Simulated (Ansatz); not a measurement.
## Ti: how the free axis answers a strain

Ti, Fm-3m, a = 4.056 Å. This isn't the element's structure at ambient conditions. Ansatz: PBEsol, PAW, 420 eV, Γ-centred 18×18×14 mesh on 2 atoms, Gaussian smearing 0.10 eV; no spin polarisation. Series: biaxial strain in the a-b plane, c and atoms relaxed; x is the strain in per cent. The axes a, b, c are those of the computed cell (2.868, 2.868, 4.056 Å), along [1 1 0], [-1 1 0], [0 0 1] of the cell named above. y is the change of c in per cent of 4.056 Å.

```
x (%) y (%)
 -6.0   9.95
 -4.0      ?
 -2.0   3.10
  0.0   0.00
  2.0  -2.91
  4.0  -5.94
  6.0  -9.29
```

Problem. Fit y = c1 x + c2 x² to the other rows, say what c1 measures, and predict the missing y.

Solution. Least squares on the rows shown. y = −1.582 x + 0.01068 x². With no stress along c, c1 = −2C12/C11 = -1.582. At −2 the volume would not change at all; a value this near to it means that the crystal resists a change of volume much more than one of shape. With a term in x³ added, the coefficient of x becomes -1.477, 7 % less, which shows how far this figure hangs on the form. At x = -4.0 the fit asked for gives 6.50 %. The run gave 6.53 %, so the fit is 0.03 % too low, within the rms miss on the fitted rows (0.17 %).